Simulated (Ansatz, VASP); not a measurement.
# Si: VASP beside Ansatz

File POSCAR:

```
Si
1.0
    0.0000000000      2.4397638498      2.4397638498
    2.4397638498      0.0000000000      2.4397638498
    2.4397638498      2.4397638498      0.0000000000
Si
2
Direct
   -0.1250000000     -0.1250000000     -0.1250000000
    0.1250000000      0.1250000000      0.1250000000
```

Contents of INCAR.step1:

```
SYSTEM = Si
  PREC = Accurate
  ENCUT = 520
  ISMEAR = -1
  SIGMA = 0.08
  LREAL = .FALSE.
  LASPH = .TRUE.
  NELM = 80
  NBANDS = 11
  GGA = PE
  ALGO = Normal
  EDIFF = 1E-4
  LWAVE = .TRUE.
  LCHARG = .FALSE.
```

The input INCAR.step2:

```
SYSTEM = Si
  PREC = Accurate
  ENCUT = 520
  EDIFF = 1E-6
  ISMEAR = -1
  SIGMA = 0.08
  LREAL = .FALSE.
  LASPH = .TRUE.
  NELM = 80
  ALGO = Normal
  ISIF = 2
  LWAVE = .FALSE.
  LCHARG = .TRUE.
  METAGGA = R2SCAN
  LMIXTAU = .TRUE.
  LELF = .TRUE.
  LVHAR = .TRUE.
  NBANDS = 11
  ISTART = 1
```

KPOINTS

```
regular mesh
0
G
  13 13 13
  0 0 0
```

Input for Ansatz:

```yaml
crystal:
  lattice:
    - [0.0, 2.4397638498, 2.4397638498]
    - [2.4397638498, 0.0, 2.4397638498]
    - [2.4397638498, 2.4397638498, 0.0]
  atoms:
    - { symbol: Si, position: [-0.125, -0.125, -0.125] }
    - { symbol: Si, position: [0.125, 0.125, 0.125] }
kpoints:
  mp_grid: { grid: [13, 13, 13] }
scf:
  occupations: { method: fermi_dirac, width: 0.08 }
hamiltonian:
  xc: r2scan
  pseudopotentials: { kind: paw }
output:
  forces: true
  stress: true
  eigenvalues: true
  populations: true
  write_density: true
  write_potential: true
  elf: true
  volumetric_format: npy
```

Change from the starting cell: volume scaled by 0.72, PAW files.

Alike in both runs: task single point; functional r2SCAN; k mesh 13 × 13 × 13; occupations fermi-dirac, width 0.08 eV; no spin polarisation.

```csv
,VASP,Ansatz
version,VASP 6.6.1,Ansatz 0.2.0
potentials or method,"VASP PAW PBE potentials, release 64 (Si)","PAW with Ansatz's default frozen-core files, scalar-relativistic"
plane-wave cutoff (eV),520,500
valence electrons in the cell,8,8
```

|  | VASP | Ansatz | Ansatz less VASP |
| --- | --- | --- | --- |
| pressure (GPa) | 61.1 | 61.4 | +0.36 |

Caveats: the cell as given lies far from equilibrium; so large a pressure means that the cell lies far from this level's equilibrium, or that cutoff or potentials fall short (VASP); the potentials were made for another functional, which shifts forces and pressure (VASP).
